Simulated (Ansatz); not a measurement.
The system is ZrSe2.

```
Zr Se
1.0
     3.79800    0.00000    0.00000
    -1.89900    3.28916    0.00000
     0.00000    0.00000    6.19200
Zr Se
1 2
Direct
  0.00000 0.00000 0.00000
  0.66667 0.33333 0.75000
  0.33333 0.66667 0.25000
```

```yaml
Program: Ansatz 0.2.0
Task: relaxation of cell and atoms
Functional: PBEsol
Potentials_or_basis: all-electron LAPW, scalar-relativistic
Basis_error_allowed: 0.002 eV/atom
k_mesh: 8 × 8 × 5
Occupations: fermi-dirac, width 0.05 eV
Spin: no spin polarisation
```

At the start: volume 25.78 Å³/atom.

Task: Where does the relaxation end?

Result: Over 5 steps the energy falls by 6.8 meV/atom and the volume is 24.65 Å³/atom (-4.4 %); space group P-3m1 (No. 164, to 0.05 Å).

Step by step:
```csv
step,energy change (eV),largest force (eV/Å),volume (Å³)
1,0.0000,0.0847,77.35
2,-0.0180,0.1532,74.04
3,-0.0205,0.0089,74.02
4,-0.0205,0.0013,73.96
5,-0.0205,0.0013,73.96
```

Final structure:
```xyz
3
Lattice="3.7301 0.0000 0.0000 -1.8651 3.2304 0.0000 0.0000 0.0000 6.1378" Properties=species:S:1:pos:R:3 pbc="T T T"
Zr    0.0000    0.0000    0.0000
Se    1.8651    1.0768    4.5503
Se    0.0000    2.1536    1.5876
```

Caveat: this functional lacks dispersion, which binds the layers, so the pressure and a relaxed spacing across them are unreliable.
